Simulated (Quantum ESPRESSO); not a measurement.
# Si (Im-3m) in Quantum ESPRESSO: notebook, part 2 of 3

Quantum ESPRESSO 7.5. The steps go on from the part before.

### Step 3. Phonons, PBEsol

Contents of pw.in:

```
&CONTROL
  calculation = 'scf'
  prefix = 'pwscf'
  outdir = './tmp'
  pseudo_dir = './pseudo'
  tprnfor = .true.
  tstress = .true.
  disk_io = 'low'
/
&SYSTEM
  ibrav = 0
  nat = 6
  ntyp = 1
  ecutwfc = 45
  ecutrho = 360
  nbnd = 19
  occupations = 'smearing'
  smearing = 'mv'
  degauss = 0.00999582
/
&ELECTRONS
  conv_thr = 1.2d-09
  electron_maxstep = 120
  mixing_beta = 0.5
/
ATOMIC_SPECIES
Si    28.0850 si_pbesol_v1.uspp.F.UPF
CELL_PARAMETERS angstrom
  -3.3360831900    3.3360831900    3.3360831900
   3.3360831900   -3.3360831900    3.3360831900
   3.3360831900    3.3360831900   -3.3360831900
ATOMIC_POSITIONS crystal
Si     0.5000000000    0.7500000000    0.2500000000
Si     0.2500000000    0.7500000000    0.5000000000
Si     0.2500000000    0.5000000000    0.7500000000
Si     0.5000000000    0.2500000000    0.7500000000
Si     0.7500000000    0.5000000000    0.2500000000
Si     0.7500000000    0.2500000000    0.5000000000
K_POINTS automatic
5 5 5 0 0 0
```

Contents of relax.in:

```
&CONTROL
  calculation = 'vc-relax'
  prefix = 'pwscf'
  outdir = './tmp'
  pseudo_dir = './pseudo'
  tprnfor = .true.
  tstress = .true.
  disk_io = 'low'
  nstep = 40
  forc_conv_thr = 0.0001
  etot_conv_thr = 1d-06
/
&SYSTEM
  ibrav = 0
  nat = 6
  ntyp = 1
  ecutwfc = 45
  ecutrho = 360
  nbnd = 19
  occupations = 'smearing'
  smearing = 'mv'
  degauss = 0.00999582
/
&ELECTRONS
  conv_thr = 1.2d-09
  electron_maxstep = 120
  mixing_beta = 0.5
/
&IONS
  ion_dynamics = 'bfgs'
/
&CELL
  cell_dynamics = 'bfgs'
  press = 0
  press_conv_thr = 0.2
/
ATOMIC_SPECIES
Si    28.0850 si_pbesol_v1.uspp.F.UPF
CELL_PARAMETERS angstrom
  -3.3360831900    3.3360831900    3.3360831900
   3.3360831900   -3.3360831900    3.3360831900
   3.3360831900    3.3360831900   -3.3360831900
ATOMIC_POSITIONS crystal
Si     0.5000000000    0.7500000000    0.2500000000
Si     0.2500000000    0.7500000000    0.5000000000
Si     0.2500000000    0.5000000000    0.7500000000
Si     0.5000000000    0.2500000000    0.7500000000
Si     0.7500000000    0.5000000000    0.2500000000
Si     0.7500000000    0.2500000000    0.5000000000
K_POINTS automatic
5 5 5 0 0 0
```

Contents of scf2.in:

```
&CONTROL
  calculation = 'scf'
  prefix = 'pwscf'
  outdir = './tmp'
  pseudo_dir = './pseudo'
  tprnfor = .true.
  tstress = .true.
  disk_io = 'low'
/
&SYSTEM
  ibrav = 0
  nat = 6
  ntyp = 1
  ecutwfc = 45
  ecutrho = 360
  nbnd = 19
  occupations = 'fixed'
/
&ELECTRONS
  conv_thr = 1d-13
  electron_maxstep = 120
  mixing_beta = 0.5
  startingpot = 'file'
  startingwfc = 'file'
/
ATOMIC_SPECIES
Si    28.0850 si_pbesol_v1.uspp.F.UPF
CELL_PARAMETERS angstrom
  -3.3456789963    3.3456789963    3.3456789963
   3.3456789963   -3.3456789963    3.3456789963
   3.3456789963    3.3456789963   -3.3456789963
ATOMIC_POSITIONS crystal
Si     0.5000000000    0.7500000000    0.2500000000
Si     0.2500000000    0.7500000000    0.5000000000
Si     0.2500000000    0.5000000000    0.7500000000
Si     0.5000000000    0.2500000000    0.7500000000
Si     0.7500000000    0.5000000000    0.2500000000
Si     0.7500000000    0.2500000000    0.5000000000
K_POINTS automatic
5 5 5 0 0 0
```

Contents of ph.in:

```
phonons of Si
&INPUTPH
  prefix = 'pwscf'
  outdir = './tmp'
  tr2_ph = 1d-16
  fildyn = 'dyn'
  niter_ph = 60
  alpha_mix(1) = 0.7
  epsil = .true.
/
0.0000000000 0.0000000000 0.0000000000
```

Contents of dynmat.in:

```
&INPUT
  fildyn = 'dyn'
  asr = 'crystal'
  lperm = .true.
  filout = 'dynmat.disp'
  fileig = 'dynmat.eig'
/
```

Contents of dynmat_lo.in:

```
&INPUT
  fildyn = 'dyn'
  asr = 'crystal'
  filout = 'dynmat_lo.disp'
  fileig = 'dynmat_lo.eig'
  q(1) = 1
  q(2) = 0
  q(3) = 0
/
```

Potentials or basis: GBRV 1.5 PBEsol.

On the command line:

```bash
> OMP_NUM_THREADS=1 pw.x -in pw.in > pw.out
> OMP_NUM_THREADS=1 pw.x -in relax.in > relax.out
> OMP_NUM_THREADS=1 pw.x -in scf2.in > scf2.out
> OMP_NUM_THREADS=1 ph.x -in ph.in > ph.out
> OMP_NUM_THREADS=1 dynmat.x -in dynmat.in > dynmat.out
> OMP_NUM_THREADS=1 dynmat.x -in dynmat_lo.in > dynmat_lo.out
```

pw.out:

```text
This program is part of the open-source Quantum ESPRESSO suite
     for quantum simulation of materials; please cite
[... 9 lines left out ...]
     --------------------
     sticks:   dense  smooth     PW     G-vecs:    dense   smooth      PW
     Sum        3203    1605    459               115347    40827    6099

     Using Slab Decomposition

     bravais-lattice index     =            0
     lattice parameter (alat)  =      10.9193  a.u.
     unit-cell volume          =    1002.2296 (a.u.)^3
     number of atoms/cell      =            6
     number of atomic types    =            1
     number of electrons       =        24.00
     number of Kohn-Sham states=           19
     kinetic-energy cutoff     =      45.0000  Ry
     charge density cutoff     =     360.0000  Ry
     scf convergence threshold =      1.2E-09
     mixing beta               =       0.5000
     number of iterations used =            8  plain     mixing
     Exchange-correlation= SLA  PW   PSX  PSC
                           (   1   4  10   8   0   0   0)

     celldm(1)=  10.919339  celldm(2)=   0.000000  celldm(3)=   0.000000
     celldm(4)=   0.000000  celldm(5)=   0.000000  celldm(6)=   0.000000

     crystal axes: (cart. coord. in units of alat)
               a(1) = (  -0.577350   0.577350   0.577350 )
               a(2) = (   0.577350  -0.577350   0.577350 )
               a(3) = (   0.577350   0.577350  -0.577350 )

     reciprocal axes: (cart. coord. in units 2 pi/alat)
[... 125 lines left out ...]
          k = 0.0000 0.0000 0.0000 (  5089 PWs)   bands (ev):

    -7.5426  -3.0074  -3.0074  -2.8578  -2.8578  -2.8578   1.3563   1.3563
     1.3563   2.1447   2.1447   2.1447   6.2434   6.2434   6.2434   6.6933
     7.0958   7.0958  10.4712
[... 33 lines left out ...]
    -7.1547  -4.8951  -3.0990  -3.0990  -3.0759  -0.0897   0.8367   1.2442
     1.2442   1.6574   3.2135   3.2135   4.4963   6.5920   6.5920   7.3598
     7.5193   8.4632   8.4632

          k = 0.0000-0.1732 0.5196 (  5129 PWs)   bands (ev):

    -6.6405  -5.6782  -3.8230  -3.2745  -2.3270  -0.1797   1.0897   1.3066
     1.5281   2.4688   3.2063   3.7770   4.6658   6.0086   6.2259   7.3673
     7.9017   7.9344   8.6025

          k =-0.6928-0.1732-0.1732 (  5105 PWs)   bands (ev):

    -6.1425  -6.1425  -4.1222  -2.8001  -2.8001  -0.6999   1.1013   2.2048
     2.2048   2.5823   3.5095   3.5095   5.2617   5.3007   5.3007   8.1059
     8.1059   8.2411   8.2665

          k = 0.0000 0.0000 0.6928 (  5098 PWs)   bands (ev):

    -6.2495  -5.8910  -3.4642  -3.4642  -3.3891  -1.0848   2.0717   2.0717
     2.2806   3.2809   4.1527   4.1527   4.4130   5.1124   5.1124   7.5760
     7.7592   8.0870   8.3934

     the Fermi energy is     4.2730 ev

!    total energy              =     -57.24887985 Ry
     estimated scf accuracy    <          3.7E-10 Ry
     smearing contrib. (-TS)   =       0.00009620 Ry
     internal energy E=F+TS    =     -57.24897606 Ry

     The total energy is F=E-TS. E is the sum of the following terms:
     one-electron contribution =       1.48600020 Ry
     hartree contribution      =       8.51226064 Ry
     xc contribution           =     -25.50243682 Ry
     ewald contribution        =     -41.74480008 Ry

     convergence has been achieved in   8 iterations

     Forces acting on atoms (cartesian axes, Ry/au):

     atom    1 type  1   force =    -0.00000000    0.00000000    0.00000000
     atom    2 type  1   force =     0.00000000    0.00000000    0.00000000
     atom    3 type  1   force =     0.00000000   -0.00000000   -0.00000000
     atom    4 type  1   force =     0.00000000   -0.00000000   -0.00000000
     atom    5 type  1   force =    -0.00000000    0.00000000   -0.00000000
     atom    6 type  1   force =    -0.00000000   -0.00000000   -0.00000000

     Total force =     0.000000     Total SCF correction =     0.000000

     Computing stress (Cartesian axis) and pressure

          total   stress  (Ry/bohr**3)                   (kbar)     P=        6.20
   0.00004214   0.00000000   0.00000000            6.20        0.00        0.00
   0.00000000   0.00004214  -0.00000000            0.00        6.20       -0.00
   0.00000000  -0.00000000   0.00004214            0.00       -0.00        6.20

=------------------------------------------------------------------------------=
   JOB DONE.
=------------------------------------------------------------------------------=
```

relax.out:

```text
This program is part of the open-source Quantum ESPRESSO suite
     for quantum simulation of materials; please cite
[... 9 lines left out ...]
     --------------------
     sticks:   dense  smooth     PW     G-vecs:    dense   smooth      PW
     Sum        3203    1605    459               115347    40827    6099
[... 1194 lines left out ...]
   0.00000001   0.00000000   0.00000000            0.00        0.00        0.00
   0.00000000   0.00000001   0.00000000            0.00        0.00        0.00
   0.00000000   0.00000000   0.00000001            0.00        0.00        0.00

=------------------------------------------------------------------------------=
   JOB DONE.
=------------------------------------------------------------------------------=
```

scf2.out:

```text
This program is part of the open-source Quantum ESPRESSO suite
     for quantum simulation of materials; please cite
[... 9 lines left out ...]
     --------------------
     sticks:   dense  smooth     PW     G-vecs:    dense   smooth      PW
     Sum        3253    1621    459               116711    41235    6099
[... 217 lines left out ...]
   0.00000020   0.00000000   0.00000000            0.03        0.00        0.00
   0.00000000   0.00000020   0.00000000            0.00        0.03        0.00
   0.00000000  -0.00000000   0.00000020            0.00       -0.00        0.03

=------------------------------------------------------------------------------=
   JOB DONE.
=------------------------------------------------------------------------------=
```

It took 20 min on 1 thread of Arm Neoverse V2, shared host; peak memory 0.47 GiB.

Results:

- Free energy: -778.9152 eV
- Relaxed volume: 24.97 Å³/atom
- Relaxed cell: a = 5.795 Å, b = 5.795 Å, c = 5.795 Å, α = 109.47°, β = 109.47°, γ = 109.47°
- Space group after relaxing (to 0.05 Å): Im-3m (No. 229)
- Pressure after relaxing: 0.0 GPa
- Band gap on the k mesh: 0.27 eV, direct
- Electronic dielectric tensor (diagonal): 10.30
- Born charges (mean of the diagonal): Si -0.00 e
- Highest phonon frequency at Γ: 489 cm⁻¹
- Static dielectric tensor (diagonal): 10.33

The path:
| step | energy change (eV) | largest force (eV/Å) | pressure (GPa) | volume (Å³) |
| --- | --- | --- | --- | --- |
| 1 | 0.0000 | 0.0000 | 0.62 | 148.52 |
| 2 | -0.0015 | 0.0000 | 0.39 | 148.99 |
| 3 | -0.0023 | 0.0000 | 0.14 | 149.50 |
| 4 | -0.0025 | 0.0000 | 0.00 | 149.80 |
| 5 | -0.0025 | 0.0000 | 0.00 | 149.80 |

Final structure:
```
Si
1.0
    -3.34568    3.34568    3.34568
     3.34568   -3.34568    3.34568
     3.34568    3.34568   -3.34568
Si
6
Direct
  0.50000 0.75000 0.25000
  0.25000 0.75000 0.50000
  0.25000 0.50000 0.75000
  0.50000 0.25000 0.75000
  0.75000 0.50000 0.25000
  0.75000 0.25000 0.50000
```

Levels at points of the mesh, in eV from the valence-band top:
```tsv
k point	band 10	band 11	band 12	band 13	band 14	band 15
(0.00, 0.00, 0.00)	-1.99	-1.99	-1.99	2.10	2.10	2.10
```

Phonon frequencies in cm⁻¹ (negative: imaginary):
| q point | frequencies |
| --- | --- |
| (0.000, 0.000, 0.000) | -7 -7 -7 16 16 16 189 366 366 366 425 425 425 460 460 460 489 489 |

Electronic dielectric tensor:
```
10.30  0.00  0.00
 0.00 10.30  0.00
 0.00  0.00 10.30
```

Born effective charge tensors (e):
atom 1, Si
```
 0.38  0.00  0.00
 0.00 -0.20  0.00
 0.00  0.00 -0.20
```
atom 2, Si
```
-0.20  0.00  0.00
 0.00 -0.20  0.00
 0.00  0.00  0.38
```
atom 3, Si
```
-0.20  0.00  0.00
 0.00  0.38  0.00
 0.00  0.00 -0.20
```
atom 4, Si
```
 0.38  0.00  0.00
 0.00 -0.20  0.00
 0.00  0.00 -0.20
```
atom 5, Si
```
-0.20  0.00  0.00
 0.00  0.38  0.00
 0.00  0.00 -0.20
```
atom 6, Si
```
-0.20  0.00  0.00
 0.00 -0.20  0.00
 0.00  0.00  0.38
```

Optical modes at Γ, degenerate ones joined, polar ones without the macroscopic field:
| cm⁻¹ | components | symmetry | active in | IR intensity, summed ((D/Å)²/amu) |
| --- | --- | --- | --- | --- |
| 16 | 3 | T1g | silent | 0.00 |
| 189 | 1 | A2g | silent | 0.00 |
| 366 | 3 | T2u | silent | 0.00 |
| 425 | 3 | T2g | Raman | 0.00 |
| 460 | 3 | T1u | IR | 1.09 |
| 489 | 2 | Eg | Raman | 0.00 |

Static dielectric tensor, electrons and zone-centre modes:
```
10.33  0.00  0.00
 0.00 10.33  0.00
 0.00  0.00 10.33
```

Caveat: the mesh is thin for the dielectric tensor, Born charges and intensities, which usually come out too large; the gap is small at this level, which inflates the dielectric constant; this smearing can shift energies of a crystal with a gap; the gap on the mesh is small and may close between mesh points, in which case fixed occupations spoil the response; on a mesh that holds Γ this program's dielectric tensor can be off by some percent beyond the error of the mesh; an odd mesh through Γ misses points on the zone boundary, where band edges often lie.

### Step 4. Phonons, RPBE

Edit pw.in of step 3 so:

```diff
@@ -13,8 +13,8 @@
   ntyp = 1
-  ecutwfc = 45
-  ecutrho = 360
+  ecutwfc = 36
   nbnd = 19
+  input_dft = 'rpbe'
   occupations = 'smearing'
   smearing = 'mv'
-  degauss = 0.00999582
+  degauss = 0.01469973
 /
@@ -26,3 +26,3 @@
 ATOMIC_SPECIES
-Si    28.0850 si_pbesol_v1.uspp.F.UPF
+Si    28.0850 Si.upf
 CELL_PARAMETERS angstrom
@@ -39,2 +39,2 @@
 K_POINTS automatic
-5 5 5 0 0 0
+6 6 6 0 0 0
```

Edit relax.in of step 3 so:

```diff
@@ -16,8 +16,8 @@
   ntyp = 1
-  ecutwfc = 45
-  ecutrho = 360
+  ecutwfc = 36
   nbnd = 19
+  input_dft = 'rpbe'
   occupations = 'smearing'
   smearing = 'mv'
-  degauss = 0.00999582
+  degauss = 0.01469973
 /
@@ -37,3 +37,3 @@
 ATOMIC_SPECIES
-Si    28.0850 si_pbesol_v1.uspp.F.UPF
+Si    28.0850 Si.upf
 CELL_PARAMETERS angstrom
@@ -50,2 +50,2 @@
 K_POINTS automatic
-5 5 5 0 0 0
+6 6 6 0 0 0
```

Edit scf2.in of step 3 so:

```diff
@@ -13,5 +13,5 @@
   ntyp = 1
-  ecutwfc = 45
-  ecutrho = 360
+  ecutwfc = 36
   nbnd = 19
+  input_dft = 'rpbe'
   occupations = 'fixed'
@@ -26,7 +26,7 @@
 ATOMIC_SPECIES
-Si    28.0850 si_pbesol_v1.uspp.F.UPF
+Si    28.0850 Si.upf
 CELL_PARAMETERS angstrom
-  -3.3456789963    3.3456789963    3.3456789963
-   3.3456789963   -3.3456789963    3.3456789963
-   3.3456789963    3.3456789963   -3.3456789963
+  -3.3732966407    3.3732966407    3.3732966407
+   3.3732966407   -3.3732966407    3.3732966407
+   3.3732966407    3.3732966407   -3.3732966407
 ATOMIC_POSITIONS crystal
@@ -39,2 +39,2 @@
 K_POINTS automatic
-5 5 5 0 0 0
+6 6 6 0 0 0
```

ph.in is that of step 3.

dynmat.in is that of step 3.

dynmat_lo.in is that of step 3.

Potentials or basis: PseudoDojo 0.4.1 SR PBE standard.

On the command line:

```bash
> OMP_NUM_THREADS=1 pw.x -in pw.in > pw.out
> OMP_NUM_THREADS=1 pw.x -in relax.in > relax.out
> OMP_NUM_THREADS=1 pw.x -in scf2.in > scf2.out
> OMP_NUM_THREADS=1 ph.x -in ph.in > ph.out
> OMP_NUM_THREADS=1 dynmat.x -in dynmat.in > dynmat.out
> OMP_NUM_THREADS=1 dynmat.x -in dynmat_lo.in > dynmat_lo.out
```

pw.out:

```text
This program is part of the open-source Quantum ESPRESSO suite
     for quantum simulation of materials; please cite
         "P. Giannozzi et al., J. Phys.:Condens. Matter 21 395502 (2009);
         "P. Giannozzi et al., J. Phys.:Condens. Matter 29 465901 (2017);
         "P. Giannozzi et al., J. Chem. Phys. 152 154105 (2020);
     in publications or presentations arising from this work. More details at

     IMPORTANT: XC functional enforced from input :
     Exchange-correlation= RPBE
                           (   1   4  44   4   0   0   0)
     Any further DFT definition will be discarded
     Please, verify this is what you really want

     Message from routine setup:
     using ibrav=0 with symmetry is DISCOURAGED, use correct ibrav instead

     G-vector sticks info
     --------------------
     sticks:   dense  smooth     PW     G-vecs:    dense   smooth      PW
     Sum        1279    1279    411                29101    29101    5425

     Using Slab Decomposition

     bravais-lattice index     =            0
[... 250 lines left out ...]

     the Fermi energy is     4.4149 ev

!    total energy              =     -50.71013893 Ry
     estimated scf accuracy    <          7.3E-11 Ry
     smearing contrib. (-TS)   =       0.00030198 Ry
     internal energy E=F+TS    =     -50.71044092 Ry

     The total energy is F=E-TS. E is the sum of the following terms:
     one-electron contribution =       0.98441171 Ry
     hartree contribution      =       8.59171338 Ry
     xc contribution           =     -18.54176591 Ry
     ewald contribution        =     -41.74480009 Ry

     convergence has been achieved in   8 iterations

     Forces acting on atoms (cartesian axes, Ry/au):

     atom    1 type  1   force =    -0.00000000    0.00000000    0.00000000
     atom    2 type  1   force =    -0.00000000   -0.00000000   -0.00000000
     atom    3 type  1   force =     0.00000000    0.00000000   -0.00000000
     atom    4 type  1   force =     0.00000000   -0.00000000    0.00000000
     atom    5 type  1   force =    -0.00000000   -0.00000000   -0.00000000
     atom    6 type  1   force =     0.00000000   -0.00000000    0.00000000

     Total force =     0.000000     Total SCF correction =     0.000000

     Computing stress (Cartesian axis) and pressure

          total   stress  (Ry/bohr**3)                   (kbar)     P=       23.39
   0.00015900  -0.00000000  -0.00000000           23.39       -0.00       -0.00
  -0.00000000   0.00015900  -0.00000000           -0.00       23.39       -0.00
  -0.00000000  -0.00000000   0.00015900           -0.00       -0.00       23.39

=------------------------------------------------------------------------------=
   JOB DONE.
=------------------------------------------------------------------------------=
```

relax.out:

```text
This program is part of the open-source Quantum ESPRESSO suite
     for quantum simulation of materials; please cite
         "P. Giannozzi et al., J. Phys.:Condens. Matter 21 395502 (2009);
         "P. Giannozzi et al., J. Phys.:Condens. Matter 29 465901 (2017);
         "P. Giannozzi et al., J. Chem. Phys. 152 154105 (2020);
[... 1472 lines left out ...]
  -0.00000000   0.00000025  -0.00000000           -0.00        0.04       -0.00
  -0.00000000  -0.00000000   0.00000025           -0.00       -0.00        0.04

=------------------------------------------------------------------------------=
   JOB DONE.
=------------------------------------------------------------------------------=
```

It took 15 min on 1 thread of Arm Neoverse V2, shared host; peak memory 0.09 GiB.

Results:

```yaml
Free_energy: -689.9850 eV
Relaxed_volume: 25.59 Å³/atom
Relaxed_cell: a = 5.843 Å, b = 5.843 Å, c = 5.843 Å, α = 109.47°, β = 109.47°, γ = 109.47°
Space_group_after_relaxing_to_0.05_Å: Im-3m (No. 229)
Pressure_after_relaxing: 0.0 GPa
Band_gap_on_the_k_mesh: 0.24 eV, indirect (least direct gap 0.44 eV)
Electronic_dielectric_tensor_diagonal: 9.89
Born_charges_mean_of_the_diagonal: Si -0.00 e
Highest_phonon_frequency_at_Γ: 475 cm⁻¹
Static_dielectric_tensor_diagonal: 9.92
```

Step by step:
| step | energy change (eV) | largest force (eV/Å) | pressure (GPa) | volume (Å³) |
| --- | --- | --- | --- | --- |
| 1 | 0.0000 | 0.0000 | 2.34 | 148.52 |
| 2 | -0.0211 | 0.0000 | 1.47 | 150.29 |
| 3 | -0.0334 | 0.0000 | 0.56 | 152.27 |
| 4 | -0.0356 | 0.0000 | 0.02 | 153.50 |
| 5 | -0.0356 | 0.0000 | 0.00 | 153.54 |

Final structure:
```
Si
1.0
    -3.37330    3.37330    3.37330
     3.37330   -3.37330    3.37330
     3.37330    3.37330   -3.37330
Si
6
Cartesian
  1.6866 0.0000 3.3733
  3.3733 0.0000 1.6866
  3.3733 1.6866 0.0000
  1.6866 3.3733 0.0000
  0.0000 1.6866 3.3733
  0.0000 3.3733 1.6866
```

Phonon frequencies in cm⁻¹ (negative: imaginary):
| q point | frequencies |
| --- | --- |
| (0.000, 0.000, 0.000) | -3 -3 -3 84 84 84 200 368 368 368 419 419 419 449 449 449 475 475 |

Electronic dielectric tensor:
```
9.89 0.00 0.00
0.00 9.89 0.00
0.00 0.00 9.89
```

Born effective charge tensors (e):
atom 1, Si
```
 0.38  0.00  0.00
 0.00 -0.19  0.00
 0.00  0.00 -0.19
```
atom 2, Si
```
-0.19  0.00  0.00
 0.00 -0.19  0.00
 0.00  0.00  0.38
```
atom 3, Si
```
-0.19  0.00  0.00
 0.00  0.38  0.00
 0.00  0.00 -0.19
```
atom 4, Si
```
 0.38  0.00  0.00
 0.00 -0.19  0.00
 0.00  0.00 -0.19
```
atom 5, Si
```
-0.19  0.00  0.00
 0.00  0.38  0.00
 0.00  0.00 -0.19
```
atom 6, Si
```
-0.19  0.00  0.00
 0.00 -0.19  0.00
 0.00  0.00  0.38
```

Optical modes at Γ, degenerate ones joined, polar ones without the macroscopic field:
| cm⁻¹ | components | symmetry | active in | IR intensity, summed ((D/Å)²/amu) |
| --- | --- | --- | --- | --- |
| 84 | 3 | T1g | silent | 0.00 |
| 200 | 1 | A2g | silent | 0.00 |
| 368 | 3 | T2u | silent | 0.00 |
| 419 | 3 | T2g | Raman | 0.00 |
| 449 | 3 | T1u | IR | 1.06 |
| 475 | 2 | Eg | Raman | 0.00 |

Static dielectric tensor, electrons and zone-centre modes:
```
9.92 0.00 0.00
0.00 9.92 0.00
0.00 0.00 9.92
```

Caveat: the mesh is thin for the dielectric tensor, Born charges and intensities, which usually come out too large; the potentials were made for another functional, which shifts forces and pressure; the gap is small at this level, which inflates the dielectric constant; this smearing can shift energies of a crystal with a gap; the gap on the mesh is small and may close between mesh points, in which case fixed occupations spoil the response; on a mesh that holds Γ this program's dielectric tensor can be off by some percent beyond the error of the mesh.

(Continued in part 3 of 3.)
